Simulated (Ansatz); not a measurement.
A plane-wave DFT run in Ansatz 0.2.0 (scalar-relativistic PAW potentials unless the input names others): input and command.

```yaml
crystal:
  lattice:
    - [0.0, 2.71547, 2.71547]
    - [2.71547, 0.0, 2.71547]
    - [2.71547, 2.71547, 0.0]
  atoms:
    - { symbol: Si, position: [0.4889521888, 0.4889521888, 0.5110478112] }
    - { symbol: Si, position: [0.7610478112, 0.7610478112, 0.7389521888] }
basis:
  ecutwfc: 420
kpoints:
  mp_grid: { grid: [10, 10, 10] }
hamiltonian:
  xc: pbe
scf:
  occupations: { method: gaussian, width: 0.05 }
  lower_state_search: "off"
output:
  forces: true
  eigenvalues: true
  stress: true
```

```bash
ansatz run input.yaml --threads 2 --pin off --max-ram 5120MiB --backend cpu --events-out ev --progress --plain --runs-dir out
```

Abridged log:
```
Pseudopotentials: kind: paw
Pseudopotential: Si, paw, valence charge 4, recommended cutoff 420 eV (normal)
Functional definition: PBE
Crystal: 2 atoms, lattice volume = 40.047 Å³
Basis set: ecut = 420 eV, 749 PW (Γ), exchange–correlation on 54×54×54 points (8 copies of the dense FFT grid, shifted against one another)
Bands: 8, of which v1, the nominal top of the filled ones, is band 4 counted from 1 (3 counted from 0)
Symmetry: 8 space group operations
Space group: Imma (ITA 74), of the structure as read, at distance tolerance 3.4e-5 Å
k-points: 171 of 1000
Initial density: superposition of atomic densities (neutral atoms: chi_scale 0, normalization atom), corrected by the library's trained network
Initial wavefunctions: pseudopotential atomic-orbital guess
Functional: x = pbe(κ = 0.804, μ = 0.21951497), c = pbe(β = 0.06672455)
SCF iter   1: F=—  HF=-1271.516825 eV  |F-HF|=—  |Δ(HF+E_count)|=         —  Δρ=1.19e-3  dr2=4.06e-4  ethr=1.77e-3  ⟨swp⟩=6.0  Hψ=12228  notcnv=0
SCF iter   2: F=—  HF=-1271.517150 eV  |F-HF|=—  |Δ(HF+E_count)|=   3.25e-4  Δρ=4.90e-4  dr2=4.96e-5  ethr=5.08e-6  ⟨swp⟩=2.3  Hψ=3359  notcnv=0
SCF iter   3: F=—  HF=-1271.517208 eV  |F-HF|=—  |Δ(HF+E_count)|=   5.82e-5  Δρ=1.26e-4  dr2=3.13e-6  ethr=6.20e-7  ⟨swp⟩=2.2  Hψ=2078  notcnv=0
SCF iter   4: F=-1271.517213 eV  HF=-1271.517213 eV  |F-HF|=4.93e-8  |Δ(HF+E_count)|=   4.72e-6  Δρ=1.11e-5  dr2=2.51e-8  ethr=3.91e-8  ⟨swp⟩=2.8  Hψ=2098  notcnv=0
SCF iter   5: F=-1271.517213 eV  HF=-1271.517213 eV  |F-HF|=1.90e-9  |Δ(HF+E_count)|=   5.41e-8  Δρ=1.85e-6  dr2=6.47e-10  ethr=3.13e-10  ⟨swp⟩=2.0  Hψ=2040  notcnv=0
SCF iter   6: F=-1271.517213 eV  HF=-1271.517213 eV  |F-HF|=2.27e-13  |Δ(HF+E_count)|=   2.14e-9  Δρ=1.85e-7  dr2=1.08e-11  ethr=8.09e-12  ⟨swp⟩=1.0  Hψ=4141  notcnv=0
SCF 1 converged in 6 iterations: F = -1271.517213 eV  dr2 = 1.08e-11
SCF converged after 6 iterations
Free energy (F): -1271.517213 eV
Harris-Foulkes:  -1271.517213 eV  (|F-HF|=2.27e-13)
Internal energy: -1271.517145 eV  (E = F + TS)
E sigma→0 (E₀):  -1271.517179 eV
Entropy (-TS):   -0.000067 eV (-0.034 meV/atom)
Fermi energy:    6.660652 eV
--- Forces (eV/Å), atoms counted from 1 ---
  atom   1  Si     0.00000000     0.00000000     1.59809987
  atom   2  Si     0.00000000     0.00000000    -1.59809987
--- Stress (GPa, compression-positive) ---
        2.835856      -4.872944       0.000000
       -4.872944       2.835856       0.000000
        0.000000       0.000000       1.840760
  P = ⅓ Tr σ = 2.5042 GPa (25.042 kbar)
```

Apart from outputs and empty bands, the input differs from a reference run on usual settings in scf.lower_state_search: not typed → "off". The reference, at the same geometry (not necessarily relaxed), gave pressure 2.50 GPa, largest force 1.598 eV/Å, no gap on the mesh. This run converged in 6 SCF iterations (reference: 6) with an energy at zero smearing within 0.01 meV/atom of the reference's, pressure 2.50 GPa, largest force 1.598 eV/Å, no gap on the mesh.

The run took 1.8 s on 2 threads of Arm Neoverse V1, with other jobs on the host, peak memory 0.33 GiB.